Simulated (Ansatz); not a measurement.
## C (Fd-3m, 2 atoms in the cell) under biaxial strain in the (111) plane

Wanted: the shifts of the zone-centre modes of C (Fd-3m, 2 atoms in the cell) with strain.

Calculated with Ansatz 0.2.0; DFT PBE, scalar-relativistic, plane waves, PAW; PAW set soft_1.

**1. Starting point**

It takes space group Fd-3m (No. 227, cubic). The conventional cell has a = 3.567 Å, b = 3.567 Å, c = 3.567 Å, α = 90.00°, β = 90.00°, γ = 90.00°. C has 4 C at 1.54 Å nearest.

**2. Relaxation**

The cell and atoms are relaxed, since residual forces and stress would shift the frequencies.

File input.yaml:

```yaml
crystal:
  lattice:
    - [0.0, 1.78337, 1.78337]
    - [1.78337, 0.0, 1.78337]
    - [1.78337, 1.78337, 0.0]
  atoms:
    - { symbol: C, position: [0.5, 0.5, 0.5] }
    - { symbol: C, position: [0.75, 0.75, 0.75] }
kpoints:
  mp_grid: { grid: [12, 12, 12] }
hamiltonian:
  xc: pbe
  pseudopotentials: { kind: paw, azcp: { folder: soft_1 } }
scf:
  occupations: { method: gaussian, width: 0.02 }
output:
  forces: true
  stress: true
  eigenvalues: true
relax:
  adjacent_minimum: "off"
  f_tol: 0.005
  max_steps: 80
  cell: { stress_tol: 0.05 }
```

Launch:

```
ansatz run input.yaml --threads 4 --pin off --max-ram 10240MiB --backend cpu --events-out ev --progress --plain --runs-dir out
```

Numbers of over 12 decimals in the logs are rounded to 6 here.

The log of the run:

```text
Engine: ansatz 0.2.0, aarch64-unknown-linux-gnu
Pseudopotentials: kind: paw
Pseudopotential: C, paw, valence charge 4, recommended cutoff 420 eV (normal), soft_1/C.paw.azcp
Functional definition: PBE
  parameter kappa = 0.804
  parameter beta = 0.066725
  exchange = pbe_x(kappa = kappa, mu = beta*pi^2/3)
  correlation = pbe_c(beta = beta)
Crystal: 2 atoms, lattice volume = 11.344 Å³
Basis set: ecut = 420 eV, 229 PW (Γ), exchange–correlation on 36×36×36 points (8 copies of the dense FFT grid, shifted against one another)
Bands: 8, of which v1, the nominal top of the filled ones, is band 4 counted from 1 (3 counted from 0)
Symmetry: 48 space group operations
Space group: Fd-3m (ITA 227), of the structure as read, at distance tolerance 2.2e-5 Å
k-points: 72 of 1728
Non-local potential: C, projectors of the file, l = 0: 2, l = 1: 2, l = 2: 1
PAW form: soft (Blöchl's): semilocal exchange-correlation on the pseudo side does not see the compensation charge
PAW one-centre angular grid: C, 110 points (default); XC on 64 Gauss nodes
Initial density: superposition of atomic densities (chi_scale 0.1, normalization cell)
Initial wavefunctions: pseudopotential atomic-orbital guess
Functional: x = pbe(κ = 0.804, μ = 0.219515), c = pbe(β = 0.066725)
SCF iter   1: F=—  HF=-502.168200 eV  |F-HF|=—  |Δ(HF+E_count)|=         —  Δρ=1.39e-1  dr2=1.54e0  ethr=3.10e-3  ⟨swp⟩=4.8  Hψ=3719  notcnv=0
preconditioner: auto → none  [insulator: Δε(μ)=4.800 eV  Ē_g=19.616 eV  σ=0.020 eV  W_gap=1.00  n_scr=0 (ndim 8)  ℏωp=31.2 eV  f_vac=0.000  D(μ)=0.00/eV (n_scr^D=0)  ε∞_Penn≈3.5]
SCF iter   2: F=—  HF=-501.688599 eV  |F-HF|=—  |Δ(HF+E_count)|=   4.80e-1  Δρ=6.03e-2  dr2=2.77e-1  ethr=3.10e-3  ⟨swp⟩=2.9  Hψ=1673  notcnv=0
SCF iter   3: F=—  HF=-501.613944 eV  |F-HF|=—  |Δ(HF+E_count)|=   7.47e-2  Δρ=3.95e-3  dr2=6.55e-4  ethr=3.10e-3  ⟨swp⟩=3.0  Hψ=1152  notcnv=0
SCF iter   4: F=—  HF=-501.614529 eV  |F-HF|=—  |Δ(HF+E_count)|=   5.86e-4  Δρ=3.06e-4  dr2=3.27e-6  ethr=8.19e-6  ⟨swp⟩=2.2  Hψ=1127  notcnv=0
SCF iter   5: F=—  HF=-501.614533 eV  |F-HF|=—  |Δ(HF+E_count)|=   3.41e-6  Δρ=2.73e-5  dr2=2.50e-8  ethr=4.08e-8  ⟨swp⟩=2.1  Hψ=811  notcnv=0
SCF iter   6: F=-501.614533 eV  HF=-501.614533 eV  |F-HF|=5.23e-12  |Δ(HF+E_count)|=   5.99e-8  Δρ=7.90e-7  dr2=4.62e-11  ethr=3.12e-10  ⟨swp⟩=2.0  Hψ=2002  notcnv=0
SCF 1 converged in 6 iterations: F = -501.614533 eV  dr2 = 4.62e-11
  greatest PAW one-centre occupation: 0.646 electrons in one spin orbital (limit 2), on the C atom at site 1 (counted from 0), in its partial waves of l = 0
relax step   1: F+E_penalty+E_count = -501.61453280 eV  Δ(F+E_penalty+E_count) = +0.000e0 eV  max|allowed force component| = 2.776e-17 eV/Å  Δτ_max = 0.0000 Å  P = +1.794 GPa  Ω = 11.344 Å³  (6 SCF iters, dr2 threshold 1.00e-7 eV, accepted)
Crystal: 2 atoms, lattice volume = 11.372 Å³
Initial density: handed on by an earlier stage of this run
Initial wavefunctions: those handed on with the density
iter 1 solved again at ethr=4.54e-7 eV; its pass at ethr=3.10e-3 eV (dr2=3.63e-5 eV) is discarded
SCF iter   1: F=—  HF=-501.614658 eV  |F-HF|=—  |Δ(HF+E_count)|=         —  Δρ=5.99e-4  dr2=3.55e-5  ethr=4.54e-7  ⟨swp⟩=1.0  Hψ=3969  notcnv=0
preconditioner: auto → none  [insulator: Δε(μ)=4.152 eV  Ē_g=19.588 eV  σ=0.020 eV  W_gap=1.00  n_scr=0 (ndim 8)  ℏωp=31.1 eV  f_vac=0.000  D(μ)=0.00/eV (n_scr^D=0)  ε∞_Penn≈3.5]
SCF iter   2: F=—  HF=-501.614648 eV  |F-HF|=—  |Δ(HF+E_count)|=   9.68e-6  Δρ=2.48e-4  dr2=6.26e-6  ethr=4.43e-7  ⟨swp⟩=1.0  Hψ=576  notcnv=0
iter 3 did not close the SCF: its close was put off for the readings that it lacked (scf_convergence_deferred on its scf_iter line)
SCF iter   3: F=-501.614647 eV  HF=-501.614647 eV  |F-HF|=2.49e-8  |Δ(HF+E_count)|=   1.60e-6  Δρ=2.10e-5  dr2=2.85e-8  ethr=7.83e-8  ⟨swp⟩=2.0  Hψ=864  notcnv=0
iter 4 did not close the SCF: its close was put off for the readings that it lacked (scf_convergence_deferred on its scf_iter line)
SCF iter   4: F=-501.614647 eV  HF=-501.614647 eV  |F-HF|=5.84e-10  |Δ(HF+E_count)|=   2.80e-8  Δρ=3.70e-6  dr2=1.27e-9  ethr=3.57e-10  ⟨swp⟩=2.4  Hψ=845  notcnv=0
iter 5 did not close the SCF: its close was put off for the readings that it lacked (scf_convergence_deferred on its scf_iter line)
SCF iter   5: F=-501.614647 eV  HF=-501.614647 eV  |F-HF|=1.88e-12  |Δ(HF+E_count)|=  4.33e-10  Δρ=2.73e-7  dr2=5.80e-12  ethr=1.59e-11  ⟨swp⟩=2.1  Hψ=865  notcnv=0
SCF iter   6: F=-501.614647 eV  HF=-501.614647 eV  |F-HF|=1.14e-13  |Δ(HF+E_count)|=  1.08e-12  Δρ=1.59e-8  dr2=1.86e-14  ethr=1.00e-12  ⟨swp⟩=1.0  Hψ=1440  notcnv=0
SCF 2 converged in 6 iterations: F = -501.614647 eV  dr2 = 1.86e-14
relax step   2: F+E_penalty+E_count = -501.61464673 eV  Δ(F+E_penalty+E_count) = -1.139e-4 eV  max|allowed force component| = 2.776e-17 eV/Å  Δτ_max = 0.0000 Å  P = +0.701 GPa  Ω = 11.372 Å³  energy of the carried Pulay correction = -1.034e-4 eV  (6 SCF iters, dr2 threshold 2.00e-7 eV, accepted)
Crystal: 2 atoms, lattice volume = 11.390 Å³
iter 1 solved again at ethr=1.87e-7 eV; its pass at ethr=3.10e-3 eV (dr2=1.50e-5 eV) is discarded
SCF iter   1: F=—  HF=-501.614624 eV  |F-HF|=—  |Δ(HF+E_count)|=         —  Δρ=3.84e-4  dr2=1.46e-5  ethr=1.87e-7  ⟨swp⟩=1.0  Hψ=3974  notcnv=0
preconditioner: auto → none  [insulator: Δε(μ)=4.149 eV  Ē_g=19.565 eV  σ=0.020 eV  W_gap=1.00  n_scr=0 (ndim 8)  ℏωp=31.1 eV  f_vac=0.000  D(μ)=0.00/eV (n_scr^D=0)  ε∞_Penn≈3.5]
SCF iter   2: F=—  HF=-501.614620 eV  |F-HF|=—  |Δ(HF+E_count)|=   4.05e-6  Δρ=1.59e-4  dr2=2.58e-6  ethr=1.83e-7  ⟨swp⟩=1.0  Hψ=578  notcnv=0
iter 3 did not close the SCF: its close was put off for the readings that it lacked (scf_convergence_deferred on its scf_iter line)
SCF iter   3: F=-501.614620 eV  HF=-501.614620 eV  |F-HF|=1.03e-8  |Δ(HF+E_count)|=   6.61e-7  Δρ=1.35e-5  dr2=1.17e-8  ethr=3.23e-8  ⟨swp⟩=2.0  Hψ=864  notcnv=0
iter 4 did not close the SCF: its close was put off for the readings that it lacked (scf_convergence_deferred on its scf_iter line)
SCF iter   4: F=-501.614620 eV  HF=-501.614620 eV  |F-HF|=2.35e-10  |Δ(HF+E_count)|=   1.16e-8  Δρ=2.35e-6  dr2=5.12e-10  ethr=1.46e-10  ⟨swp⟩=2.4  Hψ=846  notcnv=0
iter 5 did not close the SCF: its close was put off for the readings that it lacked (scf_convergence_deferred on its scf_iter line)
SCF iter   5: F=-501.614620 eV  HF=-501.614620 eV  |F-HF|=7.39e-13  |Δ(HF+E_count)|=  1.75e-10  Δρ=1.72e-7  dr2=2.29e-12  ethr=6.41e-12  ⟨swp⟩=2.1  Hψ=865  notcnv=0
SCF iter   6: F=-501.614620 eV  HF=-501.614620 eV  |F-HF|=1.71e-13  |Δ(HF+E_count)|=  5.12e-13  Δρ=1.00e-8  dr2=7.33e-15  ethr=1.00e-12  ⟨swp⟩=1.0  Hψ=1440  notcnv=0
SCF 3 converged in 6 iterations: F = -501.614620 eV  dr2 = 7.33e-15
relax step   3: F+E_penalty+E_count = -501.61461977 eV  Δ(F+E_penalty+E_count) = +2.696e-5 eV  max|allowed force component| = 2.961e-16 eV/Å  Δτ_max = 0.0000 Å  P = +0.004 GPa  Ω = 11.390 Å³  energy of the carried Pulay correction = -1.699e-4 eV  (6 SCF iters, dr2 threshold 2.00e-7 eV, accepted)
Initial wavefunctions: pseudopotential atomic-orbital guess (no wavefunctions were taken with the density)
iter 1 solved again at ethr=2.20e-8 eV; its pass at ethr=3.10e-3 eV (dr2=1.76e-6 eV) is discarded
SCF iter   1: F=—  HF=-501.614735 eV  |F-HF|=—  |Δ(HF+E_count)|=         —  Δρ=1.53e-5  dr2=3.31e-9  ethr=2.20e-8  ⟨swp⟩=3.3  Hψ=5491  notcnv=0
preconditioner: auto → none  [insulator: Δε(μ)=4.151 eV  Ē_g=19.565 eV  σ=0.020 eV  W_gap=1.00  n_scr=0 (ndim 8)  ℏωp=31.1 eV  f_vac=0.000  D(μ)=0.00/eV (n_scr^D=0)  ε∞_Penn≈3.5]
SCF iter   2: F=—  HF=-501.614735 eV  |F-HF|=—  |Δ(HF+E_count)|=   2.50e-7  Δρ=7.76e-6  dr2=7.97e-10  ethr=4.13e-11  ⟨swp⟩=2.2  Hψ=851  notcnv=0
iter 3 did not close the SCF: its close was put off for the readings that it lacked (scf_convergence_deferred on its scf_iter line)
SCF iter   3: F=-501.614735 eV  HF=-501.614735 eV  |F-HF|=4.77e-12  |Δ(HF+E_count)|=   3.07e-9  Δρ=3.01e-7  dr2=1.77e-12  ethr=9.96e-12  ⟨swp⟩=2.0  Hψ=864  notcnv=0
iter 4 did not close the SCF: its close was put off for the readings that it lacked (scf_convergence_deferred on its scf_iter line)
SCF iter   4: F=-501.614735 eV  HF=-501.614735 eV  |F-HF|=0.00e0  |Δ(HF+E_count)|=  5.23e-12  Δρ=1.69e-8  dr2=7.35e-15  ethr=1.00e-12  ⟨swp⟩=1.0  Hψ=576  notcnv=0
iter 5 did not close the SCF: its close was put off for the readings that it lacked (scf_convergence_deferred on its scf_iter line)
SCF iter   5: F=-501.614735 eV  HF=-501.614735 eV  |F-HF|=1.14e-13  |Δ(HF+E_count)|=  2.27e-13  Δρ=1.87e-9  dr2=2.54e-16  ethr=1.00e-12  ⟨swp⟩=1.0  Hψ=576  notcnv=0
iter 6 did not close the SCF: its close was put off for the readings that it lacked (scf_convergence_deferred on its scf_iter line)
SCF iter   6: F=-501.614735 eV  HF=-501.614735 eV  |F-HF|=5.68e-14  |Δ(HF+E_count)|=  5.68e-14  Δρ=2.46e-10  dr2=2.56e-18  ethr=1.00e-12  ⟨swp⟩=1.0  Hψ=576  notcnv=0
SCF iter   7: F=-501.614735 eV  HF=-501.614735 eV  |F-HF|=0.00e0  |Δ(HF+E_count)|=  5.68e-14  Δρ=8.61e-11  dr2=7.44e-19  ethr=1.00e-12  ⟨swp⟩=1.4  Hψ=1474  notcnv=0
SCF 4 converged in 7 iterations: F = -501.614735 eV  dr2 = 7.44e-19
relax step   4: F+E_penalty+E_count = -501.61473483 eV  Δ(F+E_penalty+E_count) = -1.151e-4 eV  max|allowed force component| = 2.475e-16 eV/Å  Δτ_max = 0.0000 Å  P = +0.030 GPa  Ω = 11.390 Å³  stress off target by 2.96e-2 GPa  SCF on the basis re-selected at this cell (its energy is not comparable with the rows above)  (7 SCF iters)
basis re-selected at this cell: Δ(F+E_penalty+E_count) = -1.151e-4 eV, ΔP = +0.026 GPa vs the last step (what re-selecting the basis moved, of the pressure what is left beyond the Pulay correction that the steps carried, after the strain that the cell walked since its last selection, with what the two solves' SCF thresholds leave and, on support functions, any second-order correction that the steps lacked; it is no m [...]
SCF converged after 7 iterations
Free energy (F): -501.614735 eV
Harris-Foulkes:  -501.614735 eV  (|F-HF|=0.00e0)
Internal energy: -501.614735 eV  (E = F + TS)
E sigma→0 (E₀):  -501.614735 eV
Fermi energy:    15.349756 eV
--- Per-component energies (eV) ---
  E_band       = 34.549471
  E_kinetic    = 179.502065
  E_local      = -110.698283  (includes V_loc(G=0)·N_el)
  E_nonlocal   = 45.794465
  E_hartree    = 26.520597
  E_xc         = -95.356061
  E_vxc        = -117.762768  (∫ρ·V_xc dr)
  E_paw        = -199.884582  (= ΣΔE_a)
  E_vpaw       = -15.327245  (= ΣTr[D̂ρ^β])
  E_aug_tail   = 0.000043  (compensation charges beyond the density's cutoff)
  E_ewald      = -347.492979
  E_smearing   = -0.000000  (= −TS)
  E_closure    = -0.000000  (closes the sum)
  Σ components = -501.614735   (vs F -501.614735, Δ=0.00e0)
--- Forces (eV/Å), atoms counted from 1 ---
  atom   1  C     -0.00000000    -0.00000000    -0.00000000
  atom   2  C      0.00000000     0.00000000     0.00000000
  max |Σ_I F_I| component: 3.70e-17 eV/Å
--- Stress (GPa, compression-positive) ---
        0.029574       0.000000       0.000000
        0.000000       0.029574       0.000000
        0.000000      -0.000000       0.029574
  P = ⅓ Tr σ = 0.0296 GPa (0.296 kbar)
--- Band table (eV; the first three rows and the last of 72) ---
  k-point 0: bands = ["-8.1591", "13.2742", "13.2742", "13.2742", "18.8552", "18.8552", "18.8552", "26.4328"]
  k-point 1: bands = ["-7.9673", "12.0515", "12.9523", "12.9523", "19.2754", "19.2754", "19.5631", "26.6028"]
  k-point 2: bands = ["-7.3941", "9.5279", "12.2531", "12.2531", "20.1894", "20.1894", "20.6355", "27.0944"]
  k-point 71: bands = ["1.3166", "1.3166", "4.9803", "4.9803", "23.8762", "23.8762", "25.5127", "25.5127"]
--- Relaxed structure (3 steps of the walk, 3 accepted, 1 SCFs on fresh bases) ---
  F+E_penalty+E_count = -501.61473483 eV   max|allowed force component| = 2.475e-16 eV/Å   (the final SCF, on the basis selected at the relaxed cell)
  cell:  # Å, volume = 11.3896 Å³
    - [0, 1.785774, 1.785774]
    - [1.785774, 0, 1.785774]
    - [1.785774, 1.785774, 0]
  atoms:
    - { symbol: C, position: [0.500000, 0.500000, 0.500000] }
    - { symbol: C, position: [0.750000, 0.750000, 0.750000] }
```

It took 0.81 s on 4 threads of Arm Neoverse V2, shared host; peak memory 0.25 GiB; 2.4 s of CPU time.

Step by step:

| step | energy less that of the first step (eV) | largest force component (eV/Å) | pressure (GPa) | volume (Å³) |
| --- | --- | --- | --- | --- |
| 1 | 0.0000 | 0.0000 | 1.79 | 11.34 |
| 2 | -0.0001 | 0.0000 | 0.70 | 11.37 |
| 3 | -0.0001 | 0.0000 | 0.00 | 11.39 |
| 4* | -0.0002 | 0.0000 | 0.03 | 11.39 |

Relaxation steps marked * repeat the geometry before them on a plane-wave basis chosen anew for their cell, so energy and pressure can jump there.

The run keeps the 48 symmetry operations that it works with, so distortions that break them were not tested.

| conventional cell, symmetrised | before | after | change |
| --- | --- | --- | --- |
| a (Å) | 3.567 | 3.572 | +0.1 % |
| b (Å) | 3.567 | 3.572 | +0.1 % |
| c (Å) | 3.567 | 3.572 | +0.1 % |
| volume (Å³/atom) | 5.67 | 5.69 | +0.4 % |

The relaxed structure:

```xyz
2
Lattice="0.0000 1.7858 1.7858 1.7858 0.0000 1.7858 1.7858 1.7858 0.0000" Properties=species:S:1:pos:R:3 pbc="T T T"
C     1.7858    1.7858    1.7858
C     2.6787    2.6787    2.6787
```

Numbers from this step:

| Item | Value |
| --- | --- |
| pressure | 0.02957 GPa |
| gap on the k-mesh | 4.151 eV |
| volume per atom | 5.695 Å³ |

In this step the volume went from 5.67 to 5.69 Å³/atom.

**3. Tight relaxation**

Phonons need small forces and stress, so the relaxation is finished with tight tolerances on 12×12×12 k points.

input.yaml, the sections that differ from step 2:

```yaml
crystal:
  lattice:
    - [0.0, 1.7857737989, 1.7857737989]
    - [1.7857737989, 0.0, 1.7857737989]
    - [1.7857737989, 1.7857737989, 0.0]
  atoms:
    - { symbol: C, position: [0.5, 0.5, 0.5] }
    - { symbol: C, position: [0.75, 0.75, 0.75] }
scf:
  occupations: { method: fixed }
relax:
  adjacent_minimum: "off"
  f_tol: 0.001
  max_steps: 60
  cell: { stress_tol: 0.01 }
# kpoints, hamiltonian, output: as in step 2
```

The log of the run:

```text
[...]
Crystal: 2 atoms, lattice volume = 11.390 Å³
Basis set: ecut = 420 eV, 229 PW (Γ), exchange–correlation on 36×36×36 points (8 copies of the dense FFT grid, shifted against one another)
Bands: 8, of which v1, the nominal top of the filled ones, is band 4 counted from 1 (3 counted from 0)
Symmetry: 48 space group operations
[...]
k-points: 72 of 1728
[...]
P = ⅓ Tr σ = -0.0002 GPa (-0.002 kbar)
--- Band table (eV; the first three rows and the last of 72) ---
[...]
--- Relaxed structure (3 steps of the walk, 3 accepted, 1 SCFs on fresh bases) ---
[...]
cell:  # Å, volume = 11.3904 Å³
    - [0, 1.785815, 1.785815]
    - [1.785815, 0, 1.785815]
    - [1.785815, 1.785815, 0]
  atoms:
    - { symbol: C, position: [0.500000, 0.500000, 0.500000] }
    - { symbol: C, position: [0.750000, 0.750000, 0.750000] }
[key lines of the parts left out:]
SCF converged after 3 iterations
Free energy (F): -501.614732 eV
Fermi energy:    13.272969 eV
```

Run time: 0.68 s. Hardware: 4 threads; peak memory 0.25 GiB.

Little changed from the start: no atom moved by 0.005 Å and no cell edge by 0.1 %.

This step gave:

* pressure: -1.69e-4 GPa

The forces vanish by symmetry and the pressure is 0.000 GPa, within the tolerances set. The cell now holds 5.70 Å³/atom.

[end of part 1 of 3]

[Logs are printed without paths, hosts, clocks, repeated set-up lines and the standing remarks that a program may print on its own settings, such as how far it seeks lower states.]

[Hosts, paths, dates, database ids (printed as entryN), source tags and the programs' standing remarks are cut or masked in the printed files.]
